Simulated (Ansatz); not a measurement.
The system is TaS2.

```xyz
3
Lattice="3.3500 0.0000 0.0000 -1.6750 2.9012 0.0000 0.0000 0.0000 5.8600" Properties=species:S:1:pos:R:3 pbc="T T T"
Ta    0.0000    0.0000    0.0000
S     1.6750    0.9671    4.3950
S     0.0000    1.9341    1.4650
```

| Quantity | Value |
| --- | --- |
| Program | Ansatz 0.2.0 |
| Task | relaxation of cell and atoms |
| Functional | revPBE0 |
| Potentials or basis | Ansatz PAW |
| Cutoff | 420 eV (not typed: the program's choice for these potentials) |
| k mesh | 5 × 5 × 3 |
| Occupations | fermi-dirac, width 0.05 eV |
| Spin | no spin polarisation |

At the start: volume 18.98 Å³/atom.

Q: Where does the relaxation end?

A: It ends after 16 steps and the volume is 26.18 Å³/atom (+37.9 %); space group P-3m1 (No. 164, to 0.05 Å).

The path:
```
step  energy change (eV)  largest force (eV/Å)  volume (Å³)
   1              0.0000                0.8970        56.95
   2             -0.1012                0.4032        61.77
   3             -0.1312                0.2148        65.09
   4             -0.1483                0.1671        66.02
   5             -0.1550                0.0658        67.70
   6             -0.1581                0.0507        69.98
   7             -0.1583                0.0013        70.39
   8             -0.1583                0.0016        70.50
   9             -0.1695                0.0016        70.50
  10             -0.1731                0.0274        72.81
  11             -0.1749                0.0626        75.56
  12             -0.1753                0.0072        77.10
  13             -0.1752                0.0078        78.18
  14             -0.1750                0.0115        78.69
  15             -0.1751                0.0077        78.55
  16             -0.1779                0.0086        78.55
```

Final structure:
```yaml
crystal:
  lattice:
    - [3.38973, 0.00000, 0.00000]
    - [-1.69487, 2.93560, 0.00000]
    - [0.00000, 0.00000, 7.89351]
  atoms:
    - { symbol: Ta, position: [0.00000, 0.00000, 0.00000] }
    - { symbol: S, position: [0.66667, 0.33333, 0.80895] }
    - { symbol: S, position: [0.33333, 0.66667, 0.19105] }
```

Caveat: the k mesh is coarse (spacing up to 0.43 Å⁻¹), so the values aren't converged; the volume moved by over 15 % at a fixed basis, so the end points are rough; the plane-wave basis is chosen anew once the cell has moved, so the energies of steps on either side of that aren't comparable; the volume moved by +38 % from the deposited cell, more than functionals usually miss; the PAW data sets come from PBE, with cores solved anew for the run's functional, which leaves a small shift of forces and pressure.
